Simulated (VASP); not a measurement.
# Al (Fm-3m) in VASP: notebook

One crystal, Al, is run at these levels: PBE; tasks: single point.

All numbers are computed with VASP 6.6.1; they aren't measurements. Logs are shortened: lines on timing, memory, paths and dates and some standing lists are left out, and cuts for length are marked.

### Step 1. The undisturbed crystal

Symmetry: Fm-3m, No. 225, cubic system. Conventional cell: a = 4.050 Å, b = 4.050 Å, c = 4.050 Å, α = 90.00°, β = 90.00°, γ = 90.00°. Al (site symmetry m-3m) is surrounded by 12 Al at 2.86 Å.

### Step 2. Single point, PBE (grid = ENCUT=400 dk=0.6 cell=4x4x4 ISMEAR=1 SIGMA=0.1 LREAL=Auto EDIFF=1e-06)

Input file INCAR:

```
SYSTEM = Al
ALGO = Fast
EDIFF = 1E-6
ENCUT = 400
GGA = PE
ISIF = 2
ISMEAR = 1
KPAR = 2
LASPH = .True.
LCHARG = .False.
LREAL = Auto
LWAVE = .False.
NBANDS = 159
NCORE = 1
NELM = 120
PREC = Accurate
SIGMA = 0.1
```

Input file KPOINTS:

```
k-points
0
Gamma
  2 2 2
  0 0 0
```

Input file POSCAR:

```
Al
1.0
    0.0000000000      8.0992200000      8.0992200000
    8.0992200000      0.0000000000      8.0992200000
    8.0992200000      8.0992200000      0.0000000000
Al
64
Direct
    0.0000000000      0.0000000000      0.0000000000
    0.0000000000      0.0000000000      0.2500000000
    0.0000000000      0.0000000000      0.5000000000
    0.0000000000      0.0000000000      0.7500000000
    0.0000000000      0.2500000000      0.0000000000
    0.0000000000      0.2500000000      0.2500000000
    0.0000000000      0.2500000000      0.5000000000
    0.0000000000      0.2500000000      0.7500000000
    0.0000000000      0.5000000000      0.0000000000
    0.0000000000      0.5000000000      0.2500000000
    0.0000000000      0.5000000000      0.5000000000
    0.0000000000      0.5000000000      0.7500000000
    0.0000000000      0.7500000000      0.0000000000
    0.0000000000      0.7500000000      0.2500000000
    0.0000000000      0.7500000000      0.5000000000
    0.0000000000      0.7500000000      0.7500000000
    0.2500000000      0.0000000000      0.0000000000
    0.2500000000      0.0000000000      0.2500000000
    0.2500000000      0.0000000000      0.5000000000
    0.2500000000      0.0000000000      0.7500000000
    0.2500000000      0.2500000000      0.0000000000
    0.2500000000      0.2500000000      0.2500000000
    0.2500000000      0.2500000000      0.5000000000
    0.2500000000      0.2500000000      0.7500000000
    0.2500000000      0.5000000000      0.0000000000
    0.2500000000      0.5000000000      0.2500000000
    0.2500000000      0.5000000000      0.5000000000
    0.2500000000      0.5000000000      0.7500000000
    0.2500000000      0.7500000000      0.0000000000
    0.2500000000      0.7500000000      0.2500000000
    0.2500000000      0.7500000000      0.5000000000
    0.2500000000      0.7500000000      0.7500000000
    0.5000000000      0.0000000000      0.0000000000
    0.5000000000      0.0000000000      0.2500000000
    0.5000000000      0.0000000000      0.5000000000
    0.5000000000      0.0000000000      0.7500000000
    0.5000000000      0.2500000000      0.0000000000
    0.5000000000      0.2500000000      0.2500000000
    0.5000000000      0.2500000000      0.5000000000
    0.5000000000      0.2500000000      0.7500000000
    0.5000000000      0.5000000000      0.0000000000
    0.5000000000      0.5000000000      0.2500000000
    0.5000000000      0.5000000000      0.5000000000
    0.5000000000      0.5000000000      0.7500000000
    0.5000000000      0.7500000000      0.0000000000
    0.5000000000      0.7500000000      0.2500000000
    0.5000000000      0.7500000000      0.5000000000
    0.5000000000      0.7500000000      0.7500000000
    0.7500000000      0.0000000000      0.0000000000
    0.7500000000      0.0000000000      0.2500000000
    0.7500000000      0.0000000000      0.5000000000
    0.7500000000      0.0000000000      0.7500000000
    0.7500000000      0.2500000000      0.0000000000
    0.7500000000      0.2500000000      0.2500000000
    0.7500000000      0.2500000000      0.5000000000
    0.7500000000      0.2500000000      0.7500000000
    0.7500000000      0.5000000000      0.0000000000
    0.7500000000      0.5000000000      0.2500000000
    0.7500000000      0.5000000000      0.5000000000
    0.7500000000      0.5000000000      0.7500000000
    0.7500000000      0.7500000000      0.0000000000
    0.7500000000      0.7500000000      0.2500000000
    0.7500000000      0.7500000000      0.5000000000
    0.7500000000      0.7500000000      0.7500000000
```

Potentials or basis: VASP PAW PBE potentials, release 64 (Al).

Command:

```sh
> cat potpaw_PBE.64/Al/POTCAR > POTCAR
> mpirun -np 4 vasp_std > vasp.out
```

OUTCAR:

```text
SYSTEM = Al
   EDIFF = 1E-6
   ENCUT = 400
   GGA = PE
   ISIF = 2
   ISMEAR = 1
   LASPH = .True.
   LREAL = Auto
   NELM = 120
   PREC = Accurate

 Found      3 irreducible k-points:

 Following reciprocal coordinates:
            Coordinates               Weight
  0.000000  0.000000  0.000000      1.000000
  0.500000  0.000000  0.000000      4.000000
  0.500000  0.500000  0.000000      3.000000
   k-points           NKPTS =      3   k-points in BZ     NKDIM =      3   number of bands    NBANDS=    160
   number of dos      NEDOS =    301   number of ions     NIONS =     64
   total plane-waves  NPLWV = 512000
   dimension x,y,z NGX =    80 NGY =   80 NGZ =   80
   dimension x,y,z NGXF=   160 NGYF=  160 NGZF=  160
   ions per type =              64
   NGX,Y,Z   is equivalent  to a cutoff of  11.61, 11.61, 11.61 a.u.
   NGXF,Y,Z  is equivalent  to a cutoff of  23.22, 23.22, 23.22 a.u.
 SYSTEM =  Al
   PREC   = accura    normal or accurate (medium, high low for compatibility)
   ISTART =      0    job   : 0-new  1-cont  2-samecut
   ICHARG =      2    charge: 1-file 2-atom 10-const
   ISPIN  =      1    spin polarized calculation?
   LNONCOLLINEAR =      F non collinear calculations
   LSORBIT =      F    spin-orbit coupling
   LASPH  =      T    aspherical Exc in radial PAW
   ENCUT  =  400.0 eV  29.40 Ry    5.42 a.u.  18.68 18.68 18.68*2*pi/ulx,y,z
   NELM   =    120;   NELMIN=  2; NELMDL= -5     # of ELM steps
   EDIFF  = 0.1E-05   stopping-criterion for ELM
   LREAL  =      T    real-space projection
   EDIFFG = 0.1E-04   stopping-criterion for IOM
   NSW    =      0    number of steps for IOM
[... 5 lines left out ...]
   TEBEG  =    0.0;   TEEND  =   0.0 temperature during run
   PSTRESS=    0.0 pullay stress
   NELECT =     192.0000    total number of electrons
   NUPDOWN=      -1.0000    fix difference up-down
   EMIN   =  10.00;   EMAX   =-10.00  energy-range for DOS
   EFERMI =   0.00;   METHOD = LEGACY
   ISMEAR =     1;   SIGMA  =   0.10  broadening in eV -4-tet -1-fermi 0-gaus
   EFERMI_NEDOS =   21; number of points for ismear=-14 and -15
   IALGO  =     68    algorithm
   IMIX   =      4    mixing-type and parameters
     AMIX     =   0.40;   BMIX     =  1.00
     AMIX_MAG =   1.60;   BMIX_MAG =  1.00
  volume/ion in A,a.u.               =      16.60       112.04
  Fermi-wavevector in a.u.,A,eV,Ry     =   0.925526  1.748991 11.654733  0.856599
  Thomas-Fermi vector in A             =   2.051390
   LORBIT       =      0    0 simple, 1 ext, 2 COOP (PROOUT), +10 PAW based schemes
   GGA     = PE    functional components
   LHFCALC =     F    Hartree Fock is set to
   AEXX    =    0.0000 exact exchange contribution
   IVDW    =     0    specifies the selected vdW correction
   LEPSILON=     F    determine dielectric tensor
   LRPA    =     F    only Hartree local field effects (RPA)
 non-spin polarized calculation
 RMM-DIIS sequential band-by-band and
 Methfessel and Paxton  Order N= 1 SIGMA  =   0.10
  energy-cutoff  :      400.00
  volume of cell :     1062.57
 maximum number of plane-waves:     19339
 NGX is ok and might be reduce to    80
   NGX = 37   NGY = 37   NGZ = 37

 number of electron     192.0000004 magnetization

 Free energy of the ion-electron system (eV)
  ---------------------------------------------------
  ext. energy  EPLUGINS =         0.00000000
  ---------------------------------------------------
  free energy    TOTEN  =      -239.32796613 eV

  energy without entropy =     -239.25822678  energy(sigma->0) =     -239.30471968

 E-fermi :   8.0260     XC(G=0): -10.1728

 val. band max:        7.6184309248   @ k =   0.5000   0.5000   0.0000
 cond. band min:       8.0728503336   @ k =   0.5000   0.0000   0.0000
 fundamental gap:      0.4544194088
 Fermi energy:         8.0259634315

 k-point     1 :       0.0000    0.0000    0.0000
  band No.  band energies     occupation
      1      -3.1546      2.00000
      2      -1.4718      2.00000
      3      -1.4718      2.00000
      4      -1.4718      2.00000
      5      -1.4718      2.00000
      6      -1.4718      2.00000
[... 100 lines left out ...]
    107       8.1164     -0.02431
    108       9.0108     -0.00000

 k-point     2 :       0.5000    0.0000    0.0000
  band No.  band energies     occupation
      1      -2.7320      2.00000
      2      -2.7320      2.00000
      3      -1.6113      2.00000
      4      -1.6113      2.00000
      5      -1.6113      2.00000
      6      -1.6113      2.00000
[... 100 lines left out ...]
    107       8.3079     -0.00049
    108       8.3079     -0.00049

 k-point     3 :       0.5000    0.5000    0.0000
  band No.  band energies     occupation
      1      -2.5914      2.00000
      2      -2.5914      2.00000
      3      -2.0305      2.00000
      4      -2.0305      2.00000
      5      -2.0305      2.00000
      6      -2.0305      2.00000
[... 100 lines left out ...]
    107       8.7682     -0.00000
    108       8.7682     -0.00000
 [bands above 108 left out]

------------------------ aborting loop because EDIFF is reached ----------------------------------------

  FORCE on cell =-STRESS in cart. coord.  units (eV):
  Direction    XX          YY          ZZ          XY          YZ          ZX
  --------------------------------------------------------------------------------------
  -------------------------------------------------------------------------------------
  Total       -2.9228277     -2.9228277     -2.9228277      0.0000000     -0.0000000     -0.0000000
  in kB       -4.4071133     -4.4071133     -4.4071133      0.0000000     -0.0000000     -0.0000000
  external PRESSURE =      -4.4071133 kB  Pullay stress =       0.0000000 kB

 VOLUME and BASIS-vectors are now :
 -----------------------------------------------------------------------------
  energy-cutoff  :      400.00
  volume of cell :     1062.57
      direct lattice vectors                 reciprocal lattice vectors
     0.000000000  8.099220000  8.099220000    -0.061734340  0.061734340  0.061734340
     8.099220000  0.000000000  8.099220000     0.061734340 -0.061734340  0.061734340
     8.099220000  8.099220000  0.000000000     0.061734340  0.061734340 -0.061734340

 POSITION                                       TOTAL-FORCE (eV/Angst)
 -----------------------------------------------------------------------------------
      0.00000      0.00000      0.00000         0.000000      0.000000     -0.000000
      2.02481      2.02481      0.00000        -0.000000     -0.000000     -0.000000
      4.04961      4.04961      0.00000         0.000000      0.000000      0.000000
      6.07442      6.07442      0.00000         0.000000     -0.000000     -0.000000
      2.02481      0.00000      2.02481        -0.000000     -0.000000     -0.000000
      4.04961      2.02481      2.02481         0.000000      0.000000     -0.000000
[... 56 lines left out ...]
     10.12402     10.12402     12.14883         0.000000      0.000000      0.000000
     12.14883     12.14883     12.14883        -0.000000      0.000000      0.000000
 -----------------------------------------------------------------------------------
    total drift:                               -0.000000      0.000000      0.000000

  FREE ENERGIE OF THE ION-ELECTRON SYSTEM (eV)
  ---------------------------------------------------
  free  energy   TOTEN  =      -239.3279661321 eV

  energy  without entropy=     -239.2582267761  energy(sigma->0) =     -239.30471968
```

It took 6.4 min on 4 MPI ranks of Intel Xeon Platinum 8175M at 2.50GHz (Skylake/Cascade Lake), shared host; peak memory 0.66 GiB.

These settings aren't checked as converged: the numbers below hold their error.

What came out:

| Property | Result |
| --- | --- |
| Free energy | -239.3280 eV |
| Pressure | -0.4 GPa |
| Band gap on the k mesh | none (metal or under the smearing width) |

### Step 3. Single point, PBE (grid = ENCUT=400 dk=0.27 cell=3x3x3 ISMEAR=1 SIGMA=0.1 LREAL=Auto EDIFF=1e-06)

Input file INCAR:

```
ALGO = Fast ; EDIFF = 1E-6
ENCUT = 400 ; GGA = PE
ISIF = 2 ; ISMEAR = 1
LASPH = T ; LCHARG = F
LREAL = Auto ; LWAVE = F
NBANDS = 65 ; NELM = 120
PREC = Accurate ; SIGMA = 0.1
```

Input file KPOINTS:

```
k-points
0
Gamma
  4 4 4
```

Input file POSCAR:

```
Al
1.0
    0.0000000000      6.0744150000      6.0744150000
    6.0744150000      0.0000000000      6.0744150000
    6.0744150000      6.0744150000      0.0000000000
Al
26
Direct
    0.0000000000      0.0000000000      0.3333333333
    0.0000000000      0.0000000000      0.6666666667
    0.0000000000      0.3333333333      0.0000000000
    0.0000000000      0.3333333333      0.3333333333
    0.0000000000      0.3333333333      0.6666666667
    0.0000000000      0.6666666667      0.0000000000
    0.0000000000      0.6666666667      0.3333333333
    0.0000000000      0.6666666667      0.6666666667
    0.3333333333      0.0000000000      0.0000000000
    0.3333333333      0.0000000000      0.3333333333
    0.3333333333      0.0000000000      0.6666666667
    0.3333333333      0.3333333333      0.0000000000
    0.3333333333      0.3333333333      0.3333333333
    0.3333333333      0.3333333333      0.6666666667
    0.3333333333      0.6666666667      0.0000000000
    0.3333333333      0.6666666667      0.3333333333
    0.3333333333      0.6666666667      0.6666666667
    0.6666666667      0.0000000000      0.0000000000
    0.6666666667      0.0000000000      0.3333333333
    0.6666666667      0.0000000000      0.6666666667
    0.6666666667      0.3333333333      0.0000000000
    0.6666666667      0.3333333333      0.3333333333
    0.6666666667      0.3333333333      0.6666666667
    0.6666666667      0.6666666667      0.0000000000
    0.6666666667      0.6666666667      0.3333333333
    0.6666666667      0.6666666667      0.6666666667
```

Potentials or basis: VASP PAW PBE potentials, release 64 (Al).

Command:

```sh
> cat potpaw_PBE.64/Al/POTCAR > POTCAR
> mpirun -np 1 vasp_std > vasp.out
```

OUTCAR:

```text
EDIFF = 1E-6
   ENCUT = 400
   GGA = PE
   ISIF = 2
   ISMEAR = 1
   LASPH = T
   LREAL = Auto
   NELM = 120
   PREC = Accurate

 Found      8 irreducible k-points:

 Following reciprocal coordinates:
            Coordinates               Weight
  0.000000  0.000000  0.000000      1.000000
  0.250000  0.000000  0.000000      8.000000
  0.500000  0.000000  0.000000      4.000000
  0.250000  0.250000  0.000000      6.000000
  0.500000  0.250000  0.000000     24.000000
 -0.250000  0.250000  0.000000     12.000000
   k-points           NKPTS =      8   k-points in BZ     NKDIM =      8   number of bands    NBANDS=     65
   number of dos      NEDOS =    301   number of ions     NIONS =     26
   total plane-waves  NPLWV = 175616
   dimension x,y,z NGX =    56 NGY =   56 NGZ =   56
   dimension x,y,z NGXF=   112 NGYF=  112 NGZF=  112
   ions per type =              26
   NGX,Y,Z   is equivalent  to a cutoff of  10.84, 10.84, 10.84 a.u.
   NGXF,Y,Z  is equivalent  to a cutoff of  21.67, 21.67, 21.67 a.u.
 SYSTEM =  unknown system
   PREC   = accura    normal or accurate (medium, high low for compatibility)
   ISTART =      0    job   : 0-new  1-cont  2-samecut
   ICHARG =      2    charge: 1-file 2-atom 10-const
[... 65 lines left out ...]
      1      -3.4228      2.00000
      2      -0.5997      2.00000
      3      -0.5698      2.00000
      4      -0.5698      2.00000
      5      -0.5698      2.00000
      6      -0.4440      2.00000
[... 313 lines left out ...]
     50       9.1274     -0.00000
     51       9.4019     -0.00000

 [... further k-points ...]

 [bands above 51 left out]

------------------------ aborting loop because EDIFF is reached ----------------------------------------

  FORCE on cell =-STRESS in cart. coord.  units (eV):
  Direction    XX          YY          ZZ          XY          YZ          ZX
  --------------------------------------------------------------------------------------
  -------------------------------------------------------------------------------------
  Total       -2.8282370     -2.8282370     -2.8282370     -0.0000000     -0.0000000      0.0000000
  in kB      -10.1084137    -10.1084137    -10.1084137     -0.0000000     -0.0000000      0.0000000
  external PRESSURE =     -10.1084137 kB  Pullay stress =       0.0000000 kB

 VOLUME and BASIS-vectors are now :
 -----------------------------------------------------------------------------
  energy-cutoff  :      400.00
  volume of cell :      448.27
      direct lattice vectors                 reciprocal lattice vectors
     0.000000000  6.074415000  6.074415000    -0.082312453  0.082312453  0.082312453
     6.074415000  0.000000000  6.074415000     0.082312453 -0.082312453  0.082312453
     6.074415000  6.074415000  0.000000000     0.082312453  0.082312453 -0.082312453

 POSITION                                       TOTAL-FORCE (eV/Angst)
 -----------------------------------------------------------------------------------
      2.02480      2.02480      0.00000        -0.074387     -0.074387     -0.000000
      4.04961      4.04961      0.00000         0.074387      0.074387     -0.000000
      2.02480      0.00000      2.02480        -0.074387      0.000000     -0.074387
      4.04961      2.02480      2.02480         0.011490     -0.011490     -0.011490
      6.07442      4.04961      2.02480         0.000000      0.074387     -0.074387
      4.04961      0.00000      4.04961         0.074387      0.000000      0.074387
[... 18 lines left out ...]
      6.07442      6.07442      8.09922         0.000000      0.000000      0.055452
      8.09922      8.09922      8.09922        -0.011490     -0.011490     -0.011490
 -----------------------------------------------------------------------------------
    total drift:                                0.000000     -0.000000     -0.000000

  FREE ENERGIE OF THE ION-ELECTRON SYSTEM (eV)
  ---------------------------------------------------
  free  energy   TOTEN  =       -96.6544674984 eV

  energy  without entropy=      -96.6653005092  energy(sigma->0) =      -96.65807850
```

OSZICAR:

```text
N       E                     dE             d eps       ncg     rms          rms(c)
DAV:   1     0.717504937145E+02    0.71750E+02   -0.22801E+04  1040   0.782E+02
DAV:   2    -0.889455371579E+02   -0.16070E+03   -0.14865E+03  1267   0.119E+02
DAV:   3    -0.973226485930E+02   -0.83771E+01   -0.80860E+01  1280   0.223E+01
DAV:   4    -0.974595487968E+02   -0.13690E+00   -0.13638E+00  1240   0.334E+00
DAV:   5    -0.974624325332E+02   -0.28837E-02   -0.28829E-02  1215   0.529E-01    0.659E+00
RMM:   6    -0.968981966897E+02    0.56424E+00   -0.44728E-01  1060   0.107E+00    0.382E+00
RMM:   7    -0.966789557134E+02    0.21924E+00   -0.20078E-01  1121   0.943E-01    0.957E-01
RMM:   8    -0.966549638163E+02    0.23992E-01   -0.21790E-02  1148   0.416E-01    0.313E-01
RMM:   9    -0.966544414964E+02    0.52232E-03   -0.30111E-03  1220   0.169E-01    0.209E-01
RMM:  10    -0.966545002052E+02   -0.58709E-04   -0.84283E-04  1195   0.886E-02    0.232E-02
RMM:  11    -0.966544625975E+02    0.37608E-04   -0.26947E-04  1221   0.501E-02    0.355E-02
RMM:  12    -0.966544722527E+02   -0.96551E-05   -0.85400E-05  1377   0.297E-02    0.235E-02
RMM:  13    -0.966544744648E+02   -0.22121E-05   -0.13912E-05  1101   0.101E-02    0.455E-02
RMM:  14    -0.966544692560E+02    0.52088E-05   -0.26883E-06   857   0.438E-03    0.269E-02
RMM:  15    -0.966544681277E+02    0.11282E-05   -0.58944E-07   667   0.228E-03    0.156E-02
RMM:  16    -0.966544674984E+02    0.62936E-06   -0.16985E-07   528   0.132E-03
   1 F= -.96654467E+02 E0= -.96658079E+02  d E =0.108330E-01
```

stdout:

```text
POSCAR found type information on POSCAR Al
 POSCAR found :  1 types and      26 ions
 scaLAPACK will be used
 LDA part: xc-table for (Slater+PW92), standard interpolation
 POSCAR, INCAR and KPOINTS ok, starting setup
 FFT: planning ... GRIDC
 FFT: planning ... GRID_SOFT
 FFT: planning ... GRID
 WAVECAR not read
 entering main loop
```

Wall time 2.6 min (1 thread of Intel Xeon Platinum 8559C (Emerald Rapids), shared host); peak memory 0.44 GiB.

These settings aren't checked as converged: the numbers below hold their error.

Results:

| Property | Result |
| --- | --- |
| Free energy | -96.6545 eV |
| Pressure | -1.0 GPa |
| Largest force | 0.105 eV/Å |
| Band gap on the k mesh | none (metal or under the smearing width) |
